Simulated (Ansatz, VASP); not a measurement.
# Al35SiSbN35 (Sb_N-Si_Al): VASP beside Ansatz

One calculation is typed for both programs; each brings its own data sets. How far apart do they land? Of the first pair: The structure shown is the start of the Ansatz relaxation below; VASP solves that cell, so the two are compared at the walk's first step.

Program: Ansatz 0.2.0. Level of theory: plane waves, with VASP 6.6.1 beside it; single point at r2SCAN. Results are calculated unless marked as measured.

## (1) Set-up

The cell holds 72 atoms: 35 Al, 35 N, 1 Sb and 1 Si. Cell: a = 9.320 Å, b = 9.320 Å, c = 9.956 Å, α = 90.0°, β = 90.0°, γ = 120.0°. It derives from AlN (AlN (P6_3mc)). Nearest the centre at fractional (0.667, 0.500, 0.470): Sb71 at 0.90 Å, Si72 at 0.96 Å, N67 at 2.35 Å, N66 at 2.38 Å, Al17 at 2.39 Å, N63 at 2.40 Å, Al14 at 2.41 Å, Al18 at 2.41 Å. The cell carries charge −1.

Coordinates:

```xyz
72
Lattice="9.3196 0.0000 0.0000 -4.6598 8.0710 0.0000 0.0000 0.0000 9.9565" Properties=species:S:1:pos:R:3 pbc="T T T"
Al    1.5335    0.8844    2.5294
Al    0.0058    1.7814    4.9261
Al    1.6004    0.9126    7.4685
Al    0.0143    1.7496    9.9334
Al    0.0058    3.6220    2.4498
Al   -1.5296    4.4456    4.9961
Al    0.0033    3.5606    7.5056
Al   -1.5334    4.5191    9.9231
Al   -1.5856    6.2882    2.5218
Al   -3.0807    7.1316    4.9702
Al   -1.5291    6.2629    7.4221
Al   -3.1419    7.1459    9.9313
Al    4.6956    0.9308    2.4778
Al    3.1377    1.7680    5.0038
Al    4.6467    0.9371    7.4369
Al    3.0853    1.7749    9.9113
Al    3.1382    3.5591    2.4584
Al    1.5406    4.5274    4.9532
Al    3.0823    3.5635    7.4266
Al    1.5122    4.4636    9.9325
Al    1.5665    6.2315    2.4997
Al   -0.0091    7.1591    4.9275
Al    1.5769    6.2562    7.4248
Al   -0.0477    7.1870    0.0037
Al    7.7782    0.8771    2.4407
Al    6.2302    1.8373    4.9914
Al    7.8000    0.8840    7.4980
Al    6.2113    1.8178    0.0397
Al    6.2524    3.6166    2.4759
Al    6.2113    3.6054    7.4169
Al    4.6817    4.5240    9.9323
Al    4.6887    6.2521    2.4532
Al    3.0856    7.1407    4.9436
Al    4.6523    6.2630    7.5107
Al    3.1171    7.1259    9.9451
N     1.5551    0.8483    4.3970
N     0.0325    1.7985    1.8580
N     1.5820    0.9339    9.3459
N     0.0358    1.7591    6.8796
N    -0.0008    3.5831    4.4346
N    -1.5341    4.4458    1.8696
N     0.0307    3.6243    9.3763
N    -1.5277    4.5031    6.8355
N    -1.5285    6.2490    4.4177
N    -3.0907    7.1303    1.8777
N    -1.5209    6.2925    9.3281
N    -3.1327    7.2165    6.8691
N     4.7023    0.8778    4.4030
N     3.1394    1.7562    1.8911
N     4.7050    0.8898    9.3833
N     3.0758    1.7784    6.8375
N     1.5308    4.4920    1.8518
N     3.1142    3.6228    9.3289
N     1.5795    4.4963    6.9147
N     1.5837    6.2399    4.3978
N     0.0109    7.1255    1.8990
N     1.5646    6.2288    9.3612
N     0.0258    7.2129    6.8557
N     7.7296    0.8712    4.3625
N     6.1696    1.8183    1.8944
N     7.7895    0.9328    9.3374
N     6.2079    1.7733    6.9194
N     6.2147    3.5372    4.3834
N     4.6190    4.5123    1.8903
N     6.1721    3.6096    9.3809
N     4.7037    4.5059    6.8644
N     4.6712    6.2368    4.4116
N     3.0582    7.1708    1.8835
N     4.7043    6.2723    9.3409
N     3.0953    7.2195    6.8559
Sb    3.1241    3.6231    4.4147
Si    4.7012    4.4640    4.9545
```

## (2) Ansatz: relaxation, r2SCAN

Ansatz runs on its PAW soft_1 files.

The two programs are compared at the cell with which this relaxation starts, whose forces are those of its first step.

Input file input.yaml:

```yaml
crystal:
  lattice:
    - [3.10652185, 3.0e-08, 0.0]
    - [-1.55326095, 2.69032682, 0.0]
    - [0.0, 0.0, 4.97823886]
  atoms:
    - { symbol: Al, position: [0.66666667, 0.33333333, 0.49920333] }
    - { symbol: Al, position: [0.33333333, 0.66666667, 0.99920333] }
    - { symbol: "N", position: [0.66666667, 0.33333333, 0.88079667] }
    - { symbol: "N", position: [0.33333333, 0.66666667, 0.38079667] }
  supercell: [3, 3, 2]
  defects:
    - { substitution: { at: 34, symbol: Sb } }
    - { substitution: { at: 57, symbol: Si } }
total_charge: -1
basis:
  ecutwfc: 500
  xc_grid: 2
hamiltonian:
  xc: r2scan
  pseudopotentials: { kind: paw, azcp: { folder: soft_1 } }
kpoints:
  mp_grid: { grid: [1, 1, 1], shift: [0.25, 0.25, 0.25] }
scf:
  occupations: { method: fixed }
  max_iter: 80
output:
  forces: true
  charged_corrections:
    epsilon: [4.49, 4.49, 4.72]
    static_epsilon: [8.15, 8.15, 9.65]
    defect_position: [0.666667, 0.5, 0.47]
relax:
  f_tol: 0.02
  max_steps: 80
  random_displacement: { amplitude: 0.05, seed: 5266 }
checkpoint:
  write: "../qm1.relax.run"
  compress: false
  write_wavefunctions: true
  write_every: 100000
```

The run is started by

```bash
$ ansatz run input.yaml --threads 4 --pin off --max-ram 7536MiB --backend cpu --events-out ev --progress --plain --runs-dir out
```

Numbers of over 12 decimals in the logs are rounded to 6 here.

The program printed:

```text
Engine: ansatz 0.2.0, aarch64-unknown-linux-gnu
Pseudopotentials: kind: paw
Pseudopotential: Al, paw, valence charge 3, recommended cutoff 500 eV (meta_gga), soft_1/Al.paw.azcp
Pseudopotential: N, paw, valence charge 5, recommended cutoff 500 eV (meta_gga), soft_1/N.paw.azcp
Pseudopotential: Sb, paw, valence charge 15, recommended cutoff 500 eV (meta_gga), soft_1/Sb.paw.azcp
Pseudopotential: Si, paw, valence charge 4, recommended cutoff 500 eV (meta_gga), soft_1/Si.paw.azcp
Functional definition: r2SCAN
  parameter k0 = 0.174
  parameter k1 = 0.065
  parameter a1 = 4.9479
  exchange = r2scan_x(k0 = k0, k1 = k1, a1 = a1)
  correlation = r2scan_c
Crystal: 72 atoms, lattice volume = 748.907 Å³
Basis set: ecut = 500 eV, 18913 PW (Γ), exchange–correlation on 144×144×150 points (8 copies of the dense FFT grid, shifted against one another)
Bands: 222, of which v1, the nominal top of the filled ones, is band 150 counted from 1 (149 counted from 0)
Symmetry: 1 space group operations
k-points: 1
Non-local potential: Al, projectors of the file, l = 0: 2, l = 1: 2, l = 2: 1
Non-local potential: N, projectors of the file, l = 0: 2, l = 1: 2, l = 2: 1
Non-local potential: Sb, projectors of the file, l = 0: 2, l = 1: 2, l = 2: 2, l = 3: 1
Non-local potential: Si, projectors of the file, l = 0: 2, l = 1: 2, l = 2: 1
PAW form: soft (Blöchl's): semilocal exchange-correlation on the pseudo side does not see the compensation charge
PAW frozen core: Al, regenerated for the run's functional (the file was generated under x = pbe(κ = 0.804, μ = 0.219515), c = pbe(β = 0.066725))
PAW frozen core: N, regenerated for the run's functional (the file was generated under x = pbe(κ = 0.804, μ = 0.219515), c = pbe(β = 0.066725))
PAW frozen core: Sb, regenerated for the run's functional (the file was generated under x = pbe(κ = 0.804, μ = 0.219515), c = pbe(β = 0.066725))
PAW frozen core: Si, regenerated for the run's functional (the file was generated under x = pbe(κ = 0.804, μ = 0.219515), c = pbe(β = 0.066725))
PAW one-centre angular grid: Al, 302 points (default); XC on 160 Gauss nodes
PAW one-centre angular grid: N, 302 points (default); XC on 160 Gauss nodes
PAW one-centre angular grid: Sb, 590 points (default); XC on 160 Gauss nodes
PAW one-centre angular grid: Si, 302 points (default); XC on 160 Gauss nodes
Initial density: superposition of atomic densities (chi_scale 0.1, normalization cell, long waves kept (reshape's long-wave potential 0.45 eV rms))
Initial wavefunctions: pseudopotential atomic-orbital guess
Functional: x = r2scan, c = r2scan; τ floored in thin density (d = 2e-4 eV/Å³)
SCF iter   1: F=—  HF=-39631.909895 eV  |F-HF|=—  |Δ(HF+E_count)|=         —  Δρ=1.27e-1  dr2=1.56e2  dr2_τ=1.79e1  ethr=3.10e-3  ⟨swp⟩=6.0  Hψ=756  notcnv=0  defer=70
preconditioner: auto → Resta (q_TF=auto, 2.342 Å⁻¹)  ε∞=3.3  [insulator: Δε(μ)=0.100 eV  Ē_g=15.074 eV  n_scr=162 (ndim 8)  ℏωp=23.1 eV  f_vac=0.000  ε∞_Penn≈3.3]
SCF iter   2: F=—  HF=-39595.596764 eV  |F-HF|=—  |Δ(HF+E_count)|=    3.63e1  Δρ=4.67e-2  dr2=1.42e1  dr2_τ=3.12e0  ethr=3.10e-3  ⟨swp⟩=4.0  Hψ=392  notcnv=0  defer=70
SCF iter   3: F=—  HF=-39598.403643 eV  |F-HF|=—  |Δ(HF+E_count)|=    2.81e0  Δρ=2.32e-2  dr2=3.19e0  dr2_τ=1.66e-1  ethr=3.10e-3  ⟨swp⟩=3.0  Hψ=505  notcnv=0  defer=70
SCF iter   4: F=—  HF=-39598.758553 eV  |F-HF|=—  |Δ(HF+E_count)|=   3.55e-1  Δρ=9.18e-3  dr2=1.38e0  dr2_τ=3.90e-2  ethr=1.06e-3  ⟨swp⟩=4.0  Hψ=272  notcnv=0  defer=70
SCF iter   5: F=—  HF=-39598.598048 eV  |F-HF|=—  |Δ(HF+E_count)|=   1.61e-1  Δρ=2.49e-3  dr2=5.80e-2  dr2_τ=2.94e-3  ethr=4.61e-4  ⟨swp⟩=3.0  Hψ=234  notcnv=0  defer=70
SCF iter   6: F=—  HF=-39598.599129 eV  |F-HF|=—  |Δ(HF+E_count)|=   1.08e-3  Δρ=1.04e-3  dr2=1.54e-2  dr2_τ=5.64e-4  ethr=1.93e-5  ⟨swp⟩=4.0  Hψ=271  notcnv=0  defer=70
SCF iter   7: F=—  HF=-39598.599401 eV  |F-HF|=—  |Δ(HF+E_count)|=   2.72e-4  Δρ=5.59e-4  dr2=3.56e-3  dr2_τ=9.10e-5  ethr=5.12e-6  ⟨swp⟩=3.0  Hψ=269  notcnv=0  defer=70
SCF iter   8: F=—  HF=-39598.598948 eV  |F-HF|=—  |Δ(HF+E_count)|=   4.53e-4  Δρ=1.70e-4  dr2=2.51e-4  dr2_τ=1.48e-5  ethr=1.19e-6  ⟨swp⟩=2.0  Hψ=333  notcnv=0  defer=70
SCF iter   9: F=—  HF=-39598.598961 eV  |F-HF|=—  |Δ(HF+E_count)|=   1.25e-5  Δρ=4.21e-5  dr2=1.50e-5  dr2_τ=1.73e-6  ethr=8.37e-8  ⟨swp⟩=2.0  Hψ=305  notcnv=0  defer=70
SCF iter  10: F=-39598.598963 eV  HF=-39598.598963 eV  |F-HF|=7.07e-8  |Δ(HF+E_count)|=   2.03e-6  Δρ=1.23e-5  dr2=1.10e-6  dr2_τ=1.14e-7  ethr=3.33e-9  ⟨swp⟩=5.0  Hψ=672  notcnv=0
SCF 1 converged in 10 iterations: F = -39598.598963 eV  dr2 = 1.10e-6
  greatest PAW one-centre occupation: 0.995 electrons in one spin orbital (limit 2), on the Sb atom at site 34 (counted from 0), in its partial waves of l = 2
[...]
max |Σ_I F_I| component: 4.40e-2 eV/Å
--- Charged-cell corrections in eV (Makov–Payne, q = -1.000 e, ε = [8.150, 8.150, 9.650]) ---
  F (periodic)     = -39616.276222  (uncorrected; the corrections below are reported, never added to it)
  E_corr1          = +0.262777  (monopole, q²α_M/2ε̄L, of the cell on which ε is isotropic)
  F Makov-Payne    = -39616.013445  (F + E_corr1; no measured alignment; for a localised charge, not one spread in a band: unchecked)
  no potential alignment in this run, which stands beside a crystal: run the host's input off ansatz write-host-input, and read the two finished runs by ansatz place-levels (neither reads a slab, a wire or a sheet, whose cell leaves a vacuum)
--- Band table (eV) ---
  k-point 0: bands = [... 146 lower, 8.5796, 8.7246, 8.9629, 10.5843, 12.9600, 13.0489, 13.2084, 13.3105, ... 68 higher]
--- Relaxed structure (11 steps of the walk, 9 accepted, 0 SCFs on fresh bases) ---
  F+E_penalty+E_count = -39616.27622218 eV   max|allowed force component| = 8.407e-3 eV/Å
  atoms:
    - { symbol: Al, position: [0.222147, 0.107916, 0.252124] }
    - { symbol: Al, position: [0.111751, 0.221772, 0.498803] }
    - { symbol: N, position: [0.211342, 0.096826, 0.442829] }
    - { symbol: N, position: [0.111241, 0.221259, 0.194287] }
    - { symbol: Al, position: [0.217635, 0.109362, 0.754467] }
    - { symbol: Al, position: [0.109527, 0.220695, 1.004060] }
    - { symbol: N, position: [0.217277, 0.109778, 0.941829] }
    - { symbol: N, position: [0.111347, 0.221312, 0.690170] }
    - { symbol: Al, position: [0.222426, 0.446036, 0.252154] }
    - { symbol: Al, position: [0.102976, 0.566421, 0.504024] }
    - { symbol: N, position: [0.212107, 0.447139, 0.443079] }
    - { symbol: N, position: [0.112002, 0.555349, 0.188274] }
    - { symbol: Al, position: [0.217521, 0.439976, 0.754397] }
    - { symbol: Al, position: [0.111588, 0.554660, 1.000282] }
    - { symbol: N, position: [0.217322, 0.439760, 0.941781] }
    - { symbol: N, position: [0.115131, 0.554154, 0.696137] }
    - { symbol: Al, position: [0.224645, 0.778088, 0.246721] }
    - { symbol: Al, position: [0.103110, 0.868043, 0.504370] }
    - { symbol: N, position: [0.235103, 0.783433, 0.433406] }
    - { symbol: N, position: [0.111856, 0.887627, 0.188370] }
    - { symbol: Al, position: [0.222010, 0.776868, 0.751583] }
    - { symbol: Al, position: [0.111578, 0.888682, 1.000359] }
    - { symbol: N, position: [0.223016, 0.777635, 0.941306] }
    - { symbol: N, position: [0.115263, 0.892532, 0.696520] }
    - { symbol: Al, position: [0.554073, 0.110447, 0.248677] }
    - { symbol: Al, position: [0.420760, 0.178531, 0.514746] }
    - { symbol: N, position: [0.554687, 0.103083, 0.439888] }
    - { symbol: N, position: [0.439069, 0.212118, 0.177982] }
    - { symbol: Al, position: [0.558145, 0.108275, 0.751711] }
    - { symbol: Al, position: [0.440220, 0.214179, 0.990503] }
    - { symbol: N, position: [0.557772, 0.108671, 0.938955] }
    - { symbol: N, position: [0.439194, 0.211604, 0.702686] }
    - { symbol: Al, position: [0.556522, 0.443973, 0.198068] }
    - { symbol: Al, position: [0.421398, 0.574650, 0.514922] }
    - { symbol: Sb, position: [0.580683, 0.456511, 0.440137] }
    - { symbol: N, position: [0.439307, 0.558128, 0.178107] }
    - { symbol: Al, position: [0.552712, 0.442328, 0.743731] }
    - { symbol: Al, position: [0.440290, 0.557839, 0.990556] }
    - { symbol: N, position: [0.552921, 0.442632, 0.942228] }
    - { symbol: N, position: [0.439213, 0.558876, 0.702746] }
    - { symbol: Al, position: [0.554115, 0.775370, 0.248653] }
    - { symbol: Al, position: [0.446990, 0.889513, 0.498454] }
    - { symbol: N, position: [0.555209, 0.784527, 0.439643] }
    - { symbol: N, position: [0.446351, 0.888811, 0.187806] }
    - { symbol: Al, position: [0.558135, 0.781631, 0.751845] }
    - { symbol: Al, position: [0.445282, 0.888583, 1.000387] }
    - { symbol: N, position: [0.557719, 0.781400, 0.939046] }
    - { symbol: N, position: [0.444634, 0.887907, 0.689731] }
[...]
- { symbol: N, position: [0.888010, 0.110171, 0.441322] }
[...]
- { symbol: Al, position: [0.778084, 0.219830, 0.999722] }
[...]
- { symbol: Al, position: [0.887875, 0.443077, 0.243193] }
    - { symbol: Si, position: [0.860137, 0.595767, 0.520578] }
    - { symbol: N, position: [0.891277, 0.434304, 0.429601] }
    - { symbol: N, position: [0.787382, 0.559249, 0.171911] }
    - { symbol: Al, position: [0.893325, 0.443106, 0.752321] }
    - { symbol: Al, position: [0.783692, 0.557836, 0.985155] }
    - { symbol: N, position: [0.890947, 0.440250, 0.939684] }
    - { symbol: N, position: [0.781873, 0.556932, 0.707095] }
    - { symbol: Al, position: [0.887822, 0.776226, 0.243574] }
    - { symbol: Al, position: [0.776831, 0.887680, 0.497145] }
    - { symbol: N, position: [0.891405, 0.788612, 0.430491] }
    - { symbol: N, position: [0.776350, 0.888530, 0.188336] }
    - { symbol: Al, position: [0.893261, 0.782320, 0.752517] }
    - { symbol: Al, position: [0.777994, 0.890081, 0.999882] }
    - { symbol: N, position: [0.890949, 0.783149, 0.939851] }
    - { symbol: N, position: [0.778525, 0.887921, 0.688861] }
```

In the SCF lines HF is the Harris–Foulkes energy and dr2 the Hartree energy of the density residual, in eV; the loop may stop once dr2 is under the threshold and the program's other checks hold. Hψ counts applications of the Hamiltonian.

(Continued in part 2 of 2.)

[Lines on the potential files, build, host, timing and source positions are cut from VASP's logs without a mark.]

[Logs are printed without paths, hosts, clocks, repeated set-up lines and the standing remarks that a program may print on its own settings, such as how far it seeks lower states.]

[Hosts, paths, dates, database ids (printed as entryN), source tags and the programs' standing remarks are cut or masked in the printed files.]
